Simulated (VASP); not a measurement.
Runs of VASP 6.6.1 on Si. Symmetry: Fd-3m, No. 227, cubic system. The conventional cell has a = 5.444 Å, b = 5.444 Å, c = 5.444 Å, α = 90.00°, β = 90.00°, γ = 90.00°. Around Si (site symmetry -43m) lie 4 Si at 2.36 Å. 

| task | level | potentials or basis | cell | k mesh | cutoff (eV) | smearing | mesh quality | gap on the mesh (eV) | pressure (GPa) |
| --- | --- | --- | --- | --- | --- | --- | --- | --- | --- |
| single point | PBE | VASP PAW PBE potentials, release 64 (Si) | as given | 6 × 6 × 6 | 520 | fermi-dirac 0.04 eV | not flagged | 0.72 | 1.3 |
| relaxation of cell and atoms | r2SCAN | VASP PAW PBE potentials, release 64 (Si) | relaxed | 8 × 8 × 8 | 600 | fermi-dirac 0.15 eV | not flagged | 0.82 | 0.0 |
| single point | PBE | VASP PAW PBE potentials, release 64 (Si) | as given | 4 × 4 × 4 | 520 | fermi-dirac 0.02 eV | coarse | 0.71 | 1.9 |
| single point | r2SCAN | VASP PAW PBE potentials, release 64 (Si) | as given | 8 × 8 × 8 | 520 | fermi-dirac 0.15 eV | not flagged | (b) | (a) |
| single point | LDA | VASP PAW LDA potentials, release 64 (Si) | cell strained at random at fixed volume | 8 × 8 × 8 | 520 | gaussian 0.01 eV | not flagged | 0.33 | -1.9 |

Alike in all rows: no spin polarisation.

Problem. Fill in the values left out.

Solution. (a) -0.2; (b) 0.83.

Caveats: some runs use coarse meshes; the PAW data sets were made with another functional, which shifts forces and pressure a little (some runs).

A k mesh can miss the band edges.

Not every run made on this cell is shown here.
